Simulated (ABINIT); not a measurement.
# Ti (P6_3/mmc) in ABINIT: convergence with tolvrs

Aim: find how far tolvrs must go before the results for Ti settle, at r2SCAN. This setting moves, with any that are tied to it; all else stays.

Program: ABINIT 10.8.3 (patched build). These are calculated values, not measurements. Logs are shortened: lines on timing, memory, paths and dates and some standing lists are left out, and cuts for length are marked. The log counts tension as positive stress, the text compression.

## 1. The crystal as given

The structure is hexagonal, space group P6_3/mmc (No. 194). The conventional cell has a = 2.950 Å, b = 2.950 Å, c = 4.680 Å, α = 90.00°, β = 90.00°, γ = 120.00°. Around Ti (site symmetry -6m2) lie 12 Ti at 2.89 to 2.95 Å.

## 2. With tolvrs 0.01

File run.abi:

```
# Pseudopotentials
pp_dirpath "./"
pseudos "22_Ti_12_2.0_2.8_pbe_n_v1.0.psp8"

# Structure
acell 3*1.0
rprim
     5.5746920676     0.0000000000     0.0000000000
    -2.7873460338     4.8278249489     0.0000000000
     0.0000000000     0.0000000000     8.8439182632
ntypat 1
znucl 22
natom 2
typat 1 1
xred
     0.6666666667     0.3333333333     0.7500000000
     0.3333333333     0.6666666667     0.2500000000

# Plane-wave basis
ecut 36.0

# k points
kptopt 1
ngkpt 8 8 5
nshiftk 1
shiftk 0.0 0.0 0.0

# Exchange and correlation
ixc -497498
usekden 1
nc_xccc_gspace 1
boxcutmin 3.0

# Bands and occupations
nband 16
occopt 3
tsmear 0.1 eV

# SCF cycle
nstep 100
tolvrs 0.01

# Output
iomode 3
prtwf 0
prtden 0
prteig 0
prtebands 0
```

Potentials or basis: SPMS NC PBE v1.0.

Run with:

```console
abinit run.abi > log 2>&1
```

run.abo:

```text
.Version 10.8.3 of ABINIT
 Symmetries : space group P6_3/m m c (#194); Bravais hP (primitive hexag.)
================================================================================
 Values of the parameters that define the memory need of the present run
     intxc =       0    ionmov =       0      iscf =       7    lmnmax =       6
     lnmax =       6     mgfft =      72  mpssoang =       3    mqgrid =    3001
     natom =       2  nloc_mem =       1    nspden =       1   nspinor =       1
    nsppol =       1      nsym =      24    n1xccc =    2501    ntypat =       1
    occopt =       3   xclevel =       2
       mpw =        2481          nfft =      165888          nkpt =          30
================================================================================
================================================================================

--------------------------------------------------------------------------------
------------- Echo of variables that govern the present computation ------------
--------------------------------------------------------------------------------
 -outvars: echo values of preprocessed input variables --------
            acell      1.0000000000E+00  1.0000000000E+00  1.0000000000E+00 Bohr
              amu      4.78800000E+01
        boxcutmin      3.00000000E+00
             ecut      3.60000000E+01 Hartree
              ixc     -497498
         kptrlatt        8    0    0      0    8    0      0    0    5
          kptrlen      4.42195913E+01
            natom           2
            nband          16
   nc_xccc_gspace           1
            ngfft          48      48      72
             nkpt          30
            nstep         100
             nsym          24
           ntypat           1
           occopt           3
           prtden           0
        prtebands           0
           prteig           0
          prtkden           1
            prtwf           0
            rprim      5.5746920676E+00  0.0000000000E+00  0.0000000000E+00
                      -2.7873460338E+00  4.8278249489E+00  0.0000000000E+00
                       0.0000000000E+00  0.0000000000E+00  8.8439182632E+00
          spgroup         194
           tolvrs      1.00000000E-02
           tsmear      3.67493222E-03 Hartree
            typat      1  1
          usekden           1
           xangst      1.4749999990E+00  8.5159164648E-01  3.5099999976E+00
                      -2.9598923428E-17  1.7031832930E+00  1.1699999992E+00
            xcart      2.7873460338E+00  1.6092749830E+00  6.6329386974E+00
                      -5.5933858900E-17  3.2185499659E+00  2.2109795658E+00
             xred      6.6666666667E-01  3.3333333333E-01  7.5000000000E-01
                       3.3333333333E-01  6.6666666667E-01  2.5000000000E-01
            znucl       22.00000

================================================================================

 chkinp: Checking input parameters for consistency.

[... 90 lines left out ...]
- [  3.3333E-01,   6.6667E-01,   2.5000E-01, Ti]
cartesian_forces: # hartree/bohr
- [ -1.93204948E-28,   2.34248550E-27,  -0.00000000E+00, ]
- [  1.93204948E-28,  -2.34248550E-27,  -0.00000000E+00, ]
force_length_stats: {min:   2.35043963E-27, max:   2.35043963E-27, mean:   2.35043963E-27, }
...

 Integrated electronic density in atomic spheres:
 ------------------------------------------------
 Atom  Sphere_radius  Integrated_density
    1        2.00000          9.43198094
    2        2.00000          9.43198094
================================================================================

 ----iterations are completed or convergence reached----

 Mean square residual over all n,k,spin=   28.291E-06; max=  38.829E-04
 reduced coordinates (array xred) for    2 atoms
       0.666666666667      0.333333333333      0.750000000000
       0.333333333333      0.666666666667      0.250000000000
 rms dE/dt=  6.8965E-27; max dE/dt=  1.0771E-26; dE/dt below (all hartree)
    1       0.000000000000     -0.000000000000      0.000000000000
    2      -0.000000000000      0.000000000000      0.000000000000

 cartesian coordinates (angstrom) at end:
    1      1.47499999898717     0.85159164648454     3.50999999759949
    2     -0.00000000000000     1.70318329296909     1.16999999919983

 cartesian forces (hartree/bohr) at end:
    1     -0.00000000000000     0.00000000000000    -0.00000000000000
    2      0.00000000000000    -0.00000000000000    -0.00000000000000
 frms,max,avg= 1.3570270E-27 2.3424855E-27   0.000E+00  0.000E+00  0.000E+00 h/b

 cartesian forces (eV/Angstrom) at end:
    1     -0.00000000000000     0.00000000000000    -0.00000000000000
    2      0.00000000000000    -0.00000000000000    -0.00000000000000
 frms,max,avg= 6.9781132E-26 1.2045545E-25   0.000E+00  0.000E+00  0.000E+00 e/A
 length scales=  1.000000000000  1.000000000000  1.000000000000 bohr
              =  0.529177210544  0.529177210544  0.529177210544 angstroms
 Fermi (or HOMO) energy (hartree) =   0.30423   Average Vxc (hartree)=  -0.45879
 Eigenvalues (hartree) for nkpt=  30  k points:
 kpt#   1, nband= 16, wtk=  0.00313, kpt=  0.0000  0.0000  0.0000 (reduced coord)
  -1.90459   -1.90003   -0.98606   -0.96313   -0.96313   -0.96087   -0.95961   -0.95961
   0.05261    0.19813    0.31865    0.33913    0.33940    0.34287    0.36384    0.36795
      occupation numbers for kpt#   1
   2.00000    2.00000    2.00000    2.00000    2.00000    2.00000    2.00000    2.00000
   2.00000    2.00000    0.03874    0.00015    0.00014    0.00005    0.00000    0.00000
 prteigrs : prtvol=0 or 1, do not print more k-points.

--- !EnergyTerms
iteration_state     : {dtset: 1, }
comment             : Components of total free energy in Hartree
kinetic             :  4.34993197953875E+01
hartree             :  2.30111813884414E+01
xc                  : -1.74508508182193E+01
Ewald energy        : -8.45410389958568E+01
psp_core            :  4.55029116667515E+00
local_psp           : -7.61670520684399E+01
non_local_psp       : -1.06468908174211E+01
internal            : -1.17745040349433E+02
'-kT*entropy'       : -2.21210663109869E-03
total_energy        : -1.17747252456064E+02
total_energy_eV     : -3.20406596598500E+03
band_energy         : -1.73612707009016E+01
...

 Cartesian components of stress tensor (hartree/bohr^3)
  sigma(1 1)=  7.08721781E-05  sigma(3 2)=  0.00000000E+00
  sigma(2 2)=  7.08721775E-05  sigma(3 1)=  0.00000000E+00
  sigma(3 3)=  8.82555078E-05  sigma(2 1)=  0.00000000E+00

-Cartesian components of stress tensor (GPa)         [Pressure= -2.2556E+00 GPa]
- sigma(1 1)=  2.08513147E+00  sigma(3 2)=  0.00000000E+00
- sigma(2 2)=  2.08513145E+00  sigma(3 1)=  0.00000000E+00
- sigma(3 3)=  2.59656668E+00  sigma(2 1)=  0.00000000E+00

== END DATASET(S) ==============================================================
================================================================================

 -outvars: echo values of variables after computation  --------
            acell      1.0000000000E+00  1.0000000000E+00  1.0000000000E+00 Bohr
           etotal     -1.1774725246E+02
            fcart     -1.9320494768E-28  2.3424854996E-27 -0.0000000000E+00
                       1.9320494768E-28 -2.3424854996E-27 -0.0000000000E+00
            rprim      5.5746920676E+00  0.0000000000E+00  0.0000000000E+00
                      -2.7873460338E+00  4.8278249489E+00  0.0000000000E+00
                       0.0000000000E+00  0.0000000000E+00  8.8439182632E+00
           strten      7.0872178109E-05  7.0872177451E-05  8.8255507771E-05
                       0.0000000000E+00  0.0000000000E+00  0.0000000000E+00
           xangst      1.4749999990E+00  8.5159164648E-01  3.5099999976E+00
                      -2.9598923428E-17  1.7031832930E+00  1.1699999992E+00
             xred      6.6666666667E-01  3.3333333333E-01  7.5000000000E-01
                       3.3333333333E-01  6.6666666667E-01  2.5000000000E-01
 Calculation completed.
```

Run time: 3.2 min. Hardware: 1 thread of Arm Neoverse V1, shared host; peak memory 0.14 GiB.

Results:

| Quantity | Value |
| --- | --- |
| Free energy | -3204.0660 eV |
| Pressure | -2.3 GPa |
| Band gap on the k mesh | none (metal or under the smearing width) |
| Valence electrons inside the program's atomic spheres | Ti 9.43 (radii [1.0584] Å) |

## 3. With tolvrs 0.001

Changes to run.abi since step 2:

```diff
@@ -40,3 +40,3 @@
 nstep 100
-tolvrs 0.01
+tolvrs 0.001
```

Potentials or basis: SPMS NC PBE v1.0.

Run with:

```console
abinit run.abi > log 2>&1
```

It took 3.2 min on 1 thread of Arm Neoverse V1, shared host; peak memory 0.14 GiB.

Results (log left out):

```
Free energy                                           : -3204.0660 eV
Pressure                                              : -2.3 GPa
Band gap on the k mesh                                : none (metal or under the smearing width)
Valence electrons inside the program's atomic spheres : Ti 9.43 (radii [1.0584] Å)
```

## 4. With tolvrs 0.0001

Changes to run.abi since step 3:

```diff
@@ -40,3 +40,3 @@
 nstep 100
-tolvrs 0.001
+tolvrs 0.0001
```

Run with:

```console
abinit run.abi > log 2>&1
```

It took 4 min on 1 thread of Arm Neoverse V1, shared host; peak memory 0.14 GiB.

It converged, with:

```yaml
Free_energy: -3204.0660 eV
Pressure: -2.2 GPa
Band_gap_on_the_k_mesh: none (metal or under the smearing width)
Valence_electrons_inside_the_program's_atomic_spheres: Ti 9.43 (radii [1.0584] Å)
```

## 5. With tolvrs 1e-05

Changes to run.abi since step 4:

```diff
@@ -40,3 +40,3 @@
 nstep 100
-tolvrs 0.0001
+tolvrs 1.0e-5
```

Run with:

```console
abinit run.abi > log 2>&1
```

Wall time 5.6 min (1 thread of Arm Neoverse V1, shared host); peak memory 0.14 GiB.

Results (log left out):

```
Free energy                                           : -3204.0660 eV
Pressure                                              : -2.2 GPa
Band gap on the k mesh                                : none (metal or under the smearing width)
Valence electrons inside the program's atomic spheres : Ti 9.43 (radii [1.0584] Å)
```

## 6. With tolvrs 1e-06

Changes to run.abi since step 5:

```diff
@@ -40,3 +40,3 @@
 nstep 100
-tolvrs 1.0e-5
+tolvrs 1.0e-6
```

Potentials or basis: SPMS NC PBE v1.0.

Run with:

```console
abinit run.abi > log 2>&1
```

It took 6 min on 1 thread of Arm Neoverse V1, shared host; peak memory 0.14 GiB.

The run converged. Its results:

```yaml
Free_energy: -3204.0660 eV
Pressure: -2.2 GPa
Band_gap_on_the_k_mesh: none (metal or under the smearing width)
Valence_electrons_inside_the_program's_atomic_spheres: Ti 9.43 (radii [1.0584] Å)
```

## 7. With tolvrs 1e-08

Changes to run.abi since step 6:

```diff
@@ -40,3 +40,3 @@
 nstep 100
-tolvrs 1.0e-6
+tolvrs 1.0e-8
```

Run with:

```console
abinit run.abi > log 2>&1
```

Wall time 6.8 min (1 thread of Arm Neoverse V1, shared host); peak memory 0.14 GiB.

It converged, with:

```
Free energy                                           : -3204.0660 eV
Pressure                                              : -2.2 GPa
Band gap on the k mesh                                : none (metal or under the smearing width)
Valence electrons inside the program's atomic spheres : Ti 9.43 (radii [1.0584] Å)
```

## 8. With tolvrs 1e-10

Changes to run.abi since step 7:

```diff
@@ -40,3 +40,3 @@
 nstep 100
-tolvrs 1.0e-8
+tolvrs 1.0e-10
```

Run with:

```console
abinit run.abi > log 2>&1
```

It took 7.5 min on 1 thread of Arm Neoverse V1, shared host; peak memory 0.14 GiB.

Results (log left out):

| Property | Result |
| --- | --- |
| Free energy | -3204.0660 eV |
| Pressure | -2.2 GPa |
| Band gap on the k mesh | none (metal or under the smearing width) |
| Valence electrons inside the program's atomic spheres | Ti 9.43 (radii [1.0584] Å) |

## 9. With tolvrs 1e-13

Changes to run.abi since step 8:

```diff
@@ -40,3 +40,3 @@
 nstep 100
-tolvrs 1.0e-10
+tolvrs 1.0e-13
```

Potentials or basis: SPMS NC PBE v1.0.

Run with:

```console
abinit run.abi > log 2>&1
```

It took 13 min on 1 thread of Arm Neoverse V1, shared host; peak memory 0.14 GiB.

Results (log left out):

* Free energy: -3204.0660 eV
* Pressure: -2.2 GPa
* Band gap on the k mesh: none (metal or under the smearing width)
* Valence electrons inside the program's atomic spheres: Ti 9.43 (radii [1.0584] Å)

## 10. The series at a glance

```csv
tolvrs,"energy less the tightest run, at zero smearing (meV/atom)",pressure (GPa),SCF cycles,CPU time (s),peak memory (GiB)
0.01,0.01,-2.26,6,190,0.14
0.001,0.01,-2.26,6,190,0.14
0.0001,0.00,-2.22,8,240,0.14
1e-05,0.00,-2.20,12,330,0.14
1e-06,0.00,-2.19,13,360,0.14
1e-08,0.00,-2.19,15,410,0.14
1e-10,0.00,-2.19,17,450,0.14
1e-13,0.00,-2.19,31,780,0.14
```

Against the tightest run, the energy stays within 1 meV/atom from 0.01 on; the pressure stays within 0.1 GPa from 0.01 on. The tightest run that finished is the yardstick and may itself not be fully converged.

Caveats: a meta-GGA on potentials with a model core is unreliable; the potentials were made for another functional, which shifts forces and pressure.
